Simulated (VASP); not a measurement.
Crystal: Hg.

```
Hg
1.0
    -1.87674    1.87674    1.91684
     1.87674   -1.87674    1.91684
     1.87674    1.87674   -1.91684
Hg
1
Direct
  0.50000 0.50000 0.00000
```

* Program: VASP 6.6.1
* Task: single point
* Functional: PBE
* Potentials or basis: VASP PAW PBE potentials, release 64 (Hg)
* Cutoff: 520 eV
* k mesh: 10 × 10 × 10
* Occupations: fermi-dirac, width 0.05 eV
* Spin: no spin polarisation

On this cell: pressure 1.6 GPa; band gap on the k mesh none (metal or under the smearing width).

The same run follows on a disturbed copy (cell strained at random at fixed volume):

```
Hg
1.0
    -1.91296    1.85608    1.92149
     1.87501   -1.89581    1.92322
     1.89161    1.87446   -1.96038
Hg
1
Direct
  0.49875 0.49348 0.99515
```

Problem. What changes?

Solution. The energy (extrapolated to zero smearing) moves by +0.1 meV/atom; pressure 1.5 GPa; band gap on the k mesh none (metal or under the smearing width).

Stress tensor (GPa, compression positive):
```
1.56 0.04 0.15
0.04 1.34 0.14
0.15 0.14 1.65
```
